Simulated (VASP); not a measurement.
**AlN (P6_3mc): a series in uniaxial stress along [0001]**

Wanted: the response of AlN to uniaxial stress along [0001], as a table, with a fit that predicts a row left out.

Main program and level: VASP 6.6.1; LDA; plane waves and PAW (Al, N), in the first sound run; inputs show where later runs differ.

Report form: the programs' logs are mostly left out.

## Step 1: The structure

It takes space group P6_3mc (No. 186, hexagonal). The conventional cell has a = 3.112 Å, b = 3.112 Å, c = 4.982 Å, α = 90.00°, β = 90.00°, γ = 120.00°. Al has 4 N at 1.89 to 1.90 Å nearest. Nearest to N lie 4 Al at 1.89 to 1.90 Å. Farther neighbours and most contacts between anions are not listed.

As a file:

```
Al N
1.0
     3.11200    0.00000    0.00000
    -1.55600    2.69507    0.00000
     0.00000    0.00000    4.98200
Al N
2 2
Direct
  0.33333 0.66667 0.00000
  0.66667 0.33333 0.50000
  0.33333 0.66667 0.38200
  0.66667 0.33333 0.88200
```

## Step 2: Relax the crystal, LDA

The series starts from the cell that this level prefers, so that zero strain is near zero stress.

This step took 2 runs in a row; the last is shown.

Level: LDA; plane waves and PAW (Al, N).

INCAR

```
SYSTEM = AlN
PREC = Accurate
ENCUT = 600
EDIFF = 1E-07
NELM = 120
ISMEAR = 0
SIGMA = 0.02
LREAL = .FALSE.
ALGO = Normal
GGA = CA
NBANDS = 14
LASPH = .TRUE.
LORBIT = 11
LWAVE = .FALSE.
LCHARG = .FALSE.
KPAR = 16
IBRION = 2
NSW = 40
ISIF = 3
EDIFFG = -0.005
POTIM = 0.4
```

POSCAR

```
AlN
1.0
    3.0912639852      0.0000000000      0.0000000000
   -1.5456319926      2.6771131414      0.0000000000
    0.0000000000      0.0000000000      4.9485548541
Al N
2 2
Direct
    0.3333333333      0.6666666667      0.0000688485
    0.6666666667      0.3333333333      0.5000688485
    0.3333333333      0.6666666667      0.3819311515
    0.6666666667      0.3333333333      0.8819311515
```

KPOINTS

```
Automatic mesh
0
Gamma
11 11 6
0 0 0
```

Potentials, in the order of the species: Al and N (LDA family, release 64).

Command:

```
> mpirun -np 16 vasp_std
```

The job ended after 5.4 s (16 MPI ranks of Intel Xeon 6975P-C (Granite Rapids), shared host; peak memory 2.9 GiB; 51 s of CPU time).

Read from the output:

- energy(sigma→0) of the program: -32.8426 eV
- stress, compression positive: xx, yy, zz -0.02, -0.02, -0.02 GPa
- volume: 40.953 Å³
- ionic steps: 1

## Step 3: Strain across the axis, LDA

One member in full: the axis is strained by -2 %, and the two directions across it are strained alike until their mean stress is under 0.012 GPa or five steps are spent.

This step took 3 runs, each at a new trial strain with the atoms of the one before; the last is shown.

Level: LDA; plane waves and PAW (Al, N).

INCAR: that of step 2 with these lines changed.

```diff
@@ -15,7 +15,7 @@
 LCHARG = .FALSE.
-KPAR = 16
-IBRION = 2
-NSW = 40
-ISIF = 3
-EDIFFG = -0.005
-POTIM = 0.4
+KPAR = 4
+IBRION = 1
+NSW = 25
+ISIF = 2
+EDIFFG = -0.004
+POTIM = 0.3
```

POSCAR

```
AlN
1.0
    3.1050408740      0.0000000000      0.0000000000
   -1.5525204370      2.6890442770      0.0000000000
    0.0000000000      0.0000000000      4.8495837570
Al N
2 2
Direct
    0.3333333333      0.6666666667      0.9974096571
    0.6666666667      0.3333333333      0.4974096571
    0.3333333333      0.6666666667      0.3845903429
    0.6666666667      0.3333333333      0.8845903429
```

KPOINTS is that of step 2.

Command:

```
> mpirun -np 4 vasp_std
```

Wall time 11 s (4 MPI ranks); peak memory 0.65 GiB; 28 s of CPU time.

This run gave:

| Item | Value |
| --- | --- |
| energy(sigma→0) of the program | -32.8263 eV |
| stress, compression positive | xx, yy, zz 0.01, 0.01, 6.06 GPa |
| ionic steps | 1 |

## Step 4: Band edges, HSE06

Short lines in KPOINTS_OPT sample the zone centre along and across the axis, for masses, and the other valleys.

Level: HSE06; plane waves and PAW (Al, N).

INCAR

```
SYSTEM = AlN
PREC = Accurate
ENCUT = 600
EDIFF = 1E-06
NELM = 100
ISMEAR = 0
SIGMA = 0.02
LREAL = .FALSE.
ALGO = Normal
LHFCALC = .TRUE.
AEXX = 0.25
GGA = PE
HFSCREEN = 0.2
LASPH = .TRUE.
NBANDS = 13
PRECFOCK = Fast
LWAVE = .FALSE.
LCHARG = .FALSE.
KPAR = 4
```

POSCAR is that of step 3.

KPOINTS

```
Automatic mesh
0
Gamma
6 6 3
0 0 0
```

KPOINTS_OPT

```
Line mode
6
Line-mode
Reciprocal
  0.00000000   0.00000000   0.00000000
  0.00000000   0.00000000   0.03859176

  0.00000000   0.00000000   0.00000000
 -0.02470913   0.01235457   0.00000000

  0.50000000   0.00000000   0.00000000
  0.50000000   0.00000000   0.50000000

  0.33333333   0.33333333   0.00000000
  0.33333333   0.33333333   0.50000000
```

Command:

```
> mpirun -np 4 vasp_std
```

It took 3.5 min on 4 MPI ranks; peak memory 1.1 GiB.

Numbers from this step:

```
energy(sigma→0) of the program : -35.0061 eV
```

## Step 5: All members

Hybrid runs start from orbitals of a short LDA run, not shown.

Runs beyond LDA use the data sets made with LDA; this shifts their levels slightly, and their total energies have another zero.

The other members went through these steps as far as the tables show, with the same cutoff and, step by step, the same mesh; 40 runs are not shown. The session took 2.4 core hours (wall time by ranks) on a shared machine.

```
strain along the axis (%)  strain across the axis (%)  stress along the axis, tension positive (GPa)  energy above the unstrained row (meV/atom)  gap on the mesh, LDA (eV)
                   -2.000                       0.446                                         -6.060                                       4.071                      4.351
                   -1.500                       0.328                                         -4.617                                       2.327                      4.368
                   -1.000                       0.213                                         -3.137                                       1.054                      4.382
                   -0.500                       0.106                                         -1.560                                       0.273                      4.393
                        0                      -0.003                                          0.038                                       0.000                      4.402
                    0.500                      -0.103                                          1.691                                       0.239                      4.407
                    1.000                      -0.203                                          3.358                                       1.014                      4.411
                    1.500                      -0.297                                          5.052                                       2.324                      4.412
                    2.000                      -0.387                                          6.795                                       4.173                      4.409
```

Slopes at zero strain, from cubics through all rows: strain ratio -0.208, stress over strain 325 GPa.

Band edges at HSE06, counted from the valence-band top at Γ, with one row partly withheld:

```
strain along the axis (%)  gap (eV)  conduction band at Γ (eV)  lowest conduction level on M–L (eV)  second valence level below the top (eV)  third valence level below the top (eV)
                   -2.000     5.720                      5.720                                6.374                                    0.476                                   0.476
                   -1.500     5.734                      5.734                                6.377                                    0.417                                   0.417
                   -1.000         ?                          ?                                6.380                                    0.359                                   0.359
                   -0.500     5.755                      5.755                                6.380                                    0.302                                   0.302
                        0     5.762                      5.762                                6.381                                    0.246                                   0.246
                    0.500     5.764                      5.764                                6.379                                    0.192                                   0.192
                    1.000     5.765                      5.765                                6.378                                    0.137                                   0.137
                    1.500     5.763                      5.763                                6.375                                    0.082                                   0.082
                    2.000     5.756                      5.756                                6.370                                    0.031                                   0.031
```

Conduction masses, in electron masses:

```
strain along the axis (%)  conduction mass at Γ, along the strain axis or the normal of the plane  conduction mass at Γ, across the strain axis or in the plane
                   -2.000                                                                   0.317                                                         0.307
                   -1.500                                                                   0.313                                                         0.311
                   -1.000                                                                   0.307                                                         0.309
                   -0.500                                                                   0.302                                                         0.310
                        0                                                                   0.297                                                         0.308
                    0.500                                                                   0.294                                                         0.310
                    1.000                                                                   0.290                                                         0.311
                    1.500                                                                   0.288                                                         0.315
                    2.000                                                                   0.281                                                         0.314
```

## Step 6: Fit and prediction

The quantity to fit is the conduction level at Γ above the mean of the three top valence levels at HSE06: 6.037, 6.013, 5.957, 5.926, 5.892, 5.856, 5.818, 5.777 eV in the rows shown.

Fitting a parabola to the 8 known rows (e: strain in %) gives E = − 0.004810 e² − 0.06500 e + 5.926 in eV; the residuals are 1.9e-4 eV r.m.s.

For the withheld row, e = -1, the fit gives 5.9861 eV.

## Step 7: Prediction against calculation

The calculation gives 5.9863 eV, so the prediction is 0.0002 eV too low.

## Step 8: Outcome

```
Poisson ratio                                                                                           : 0.208
Young's modulus along the axis                                                                          : 325 GPa
gap of the unstrained cell, HSE06                                                                       : 5.76 eV
slope at zero strain of the conduction level at Γ above the mean of the three top valence levels, HSE06 : -65 meV per %
error of the predicted row                                                                              : -0.2 meV
```

**Reading.** As a check, the curvature of the energy gives 325 GPa for the same modulus (energy per volume = E/2 × strain²), 0 % from the slope of the stress. At HSE06 the lowest conduction valley is Γ throughout, and the gap runs between 5.72 and 5.77 eV. Hole masses are left out throughout, since the top bands are degenerate or cross in many series; of conduction masses, those of the Γ, L and (for Si and Ge under (001) strain) Δ valleys are kept where they change by under an eighth between rows. A measured gap of unstrained AlN is 6.09 eV (arxiv:2305.10542, direct gap at Gamma, from Gamma5 n->infinity transition (exciton continuum) in CL, 10 K); the static gaps here belong to the lattice relaxed at LDA. HSE06 ran on a coarser mesh than the semilocal levels. Spin-orbit coupling is left out at HSE06, so the valence splittings there lack it. Temperature, zero-point motion and excitons are left out.

[Lines on the potential files, build, host, timing and source positions are cut from VASP's logs without a mark.]

[Logs are printed without paths, hosts, clocks, repeated set-up lines and the standing remarks that a program may print on its own settings, such as how far it seeks lower states.]

[Hosts, paths, dates, database ids (printed as entryN), source tags and the programs' standing remarks are cut or masked in the printed files.]

[In band tables of VASP the shares of atoms and orbitals are scaled to a sum of 1 inside the atoms' spheres.]
